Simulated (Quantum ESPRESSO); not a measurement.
A calculation with Quantum ESPRESSO 7.5 of AlCu (ASE script, structure from a CIF):

The input run.py:

```python
import numpy as np
from ase.calculators.espresso import Espresso, EspressoProfile
import spglib
from ase import Atoms
from ase.io import read

atoms = read('AlCu.cif')
cell, pos, num = spglib.standardize_cell((atoms.cell[:], atoms.get_scaled_positions(), atoms.numbers), to_primitive=True, symprec=1e-4)
atoms = Atoms(numbers=num, cell=cell, scaled_positions=pos, pbc=True)

input_data = {
    'control': {'calculation': 'scf', 'prefix': 'pwscf', 'outdir': './tmp', 'tprnfor': True, 'tstress': True, 'disk_io': 'nowf'},
    'system': {'ecutwfc': 56.0, 'ecutrho': 448.0, 'nbnd': 18, 'occupations': 'smearing', 'smearing': 'fd', 'degauss': 0.00367493},
    'electrons': {'conv_thr': 4e-10, 'electron_maxstep': 120, 'mixing_beta': 0.5},
}
pseudopotentials = {'Cu': 'cu_pbesol_v1.2.uspp.F.UPF', 'Al': 'al_pbesol_v1.uspp.F.UPF'}
profile = EspressoProfile(command='mpirun -n 2 pw.x -nk 2', pseudo_dir='pseudo')
dft = Espresso(profile=profile, input_data=input_data, pseudopotentials=pseudopotentials, kpts=(9, 9, 9), koffset=(0, 0, 0))
atoms.calc = dft

print(f'energy {atoms.get_potential_energy():.8f} eV')
print('forces (eV/A)')
print(np.round(atoms.get_forces(), 6))
print('stress (eV/A^3, Voigt)')
print(np.round(atoms.get_stress(), 8))
print(f'Fermi level {dft.get_fermi_level():.4f} eV')
```

AlCu.cif

```cif
data_AlCu
_cell_length_a 2.99750900
_cell_length_b 2.99750900
_cell_length_c 2.99750900
_cell_angle_alpha 90.00000000
_cell_angle_beta 90.00000000
_cell_angle_gamma 90.00000000
_space_group_name_H-M_alt 'Pm-3m'
_space_group_name_Hall '-P 4 2 3'
_space_group_IT_number 221
loop_
_space_group_symop_operation_xyz
'x,y,z'
'-x,-y,-z'
'-y,x,z'
'y,-x,-z'
'-x,-y,z'
'x,y,-z'
'y,-x,z'
'-y,x,-z'
'x,-y,-z'
'-x,y,z'
'-y,-x,-z'
'y,x,z'
'-x,y,-z'
'x,-y,z'
'y,x,-z'
'-y,-x,z'
'z,x,y'
'-z,-x,-y'
'z,-y,x'
'-z,y,-x'
'z,-x,-y'
'-z,x,y'
'z,y,-x'
'-z,-y,x'
'-z,x,-y'
'z,-x,y'
'-z,-y,-x'
'z,y,x'
'-z,-x,y'
'z,x,-y'
'-z,y,x'
'z,-y,-x'
'y,z,x'
'-y,-z,-x'
'x,z,-y'
'-x,-z,y'
'-y,z,-x'
'y,-z,x'
'-x,z,y'
'x,-z,-y'
'-y,-z,x'
'y,z,-x'
'-x,-z,-y'
'x,z,y'
'y,-z,-x'
'-y,z,x'
'x,-z,y'
'-x,z,-y'
loop_
_atom_site_label
_atom_site_type_symbol
_atom_site_symmetry_multiplicity
_atom_site_Wyckoff_symbol
_atom_site_fract_x
_atom_site_fract_y
_atom_site_fract_z
_atom_site_occupancy
Cu1 Cu 1 b 0.5000000000 0.5000000000 0.5000000000 1
Al1 Al 1 a 0.0000000000 0.0000000000 0.0000000000 1
```

Potentials or basis: GBRV 1.5 PBEsol.

Run with:

```sh
$ OMP_NUM_THREADS=1 python run.py
```

The cell comes from a database or a generator and needn't be the stable form of this composition.

Write the same calculation in another form: native input, structure typed inline.

As run:

File pw.in:

```
&CONTROL
  calculation = 'scf'
  prefix = 'pwscf'
  outdir = './tmp'
  pseudo_dir = './pseudo'
  tprnfor = .true.
  tstress = .true.
  disk_io = 'low'
/
&SYSTEM
  ibrav = 0
  nat = 2
  ntyp = 2
  ecutwfc = 56
  ecutrho = 448
  nbnd = 18
  occupations = 'smearing'
  smearing = 'fd'
  degauss = 0.00367493
/
&ELECTRONS
  conv_thr = 4d-10
  electron_maxstep = 120
  mixing_beta = 0.5
/
ATOMIC_SPECIES
Cu    63.5460 cu_pbesol_v1.2.uspp.F.UPF
Al    26.9815 al_pbesol_v1.uspp.F.UPF
CELL_PARAMETERS angstrom
   2.9975090000    0.0000000000    0.0000000000
   0.0000000000    2.9975090000    0.0000000000
   0.0000000000    0.0000000000    2.9975090000
ATOMIC_POSITIONS crystal
Cu     0.5000000000    0.5000000000    0.5000000000
Al     0.0000000000    0.0000000000    0.0000000000
K_POINTS automatic
9 9 9 0 0 0
```

File pp_density.in:

```
&INPUTPP
  prefix = 'pwscf'
  outdir = './tmp'
  filplot = 'density.dat'
  plot_num = 0
/
&PLOT
  nfile = 1
  filepp(1) = 'density.dat'
  iflag = 3
  output_format = 6
  fileout = 'density.cube'
/
```

Contents of pp_potential.in:

```
&INPUTPP
  prefix = 'pwscf'
  outdir = './tmp'
  filplot = 'potential.dat'
  plot_num = 11
/
&PLOT
  nfile = 1
  filepp(1) = 'potential.dat'
  iflag = 3
  output_format = 6
  fileout = 'potential.cube'
/
```

Potentials or basis: GBRV 1.5 PBEsol.

Command:

```bash
$ OMP_NUM_THREADS=1 mpirun -n 2 pw.x -nk 2 -in pw.in > pw.out
$ OMP_NUM_THREADS=1 mpirun -n 1 pp.x -in pp_density.in > pp_density.out
$ OMP_NUM_THREADS=1 mpirun -n 1 pp.x -in pp_potential.in > pp_potential.out
```

Both were run:

|  | ASE script, structure from a CIF | native input, structure typed inline |
| --- | --- | --- |
| Pressure | -4.7 GPa | -4.7 GPa |
| Band gap on the k mesh | none (metal or under the smearing width) | none (metal or under the smearing width) |

Keys that steer only the numerical path or the files written may differ.
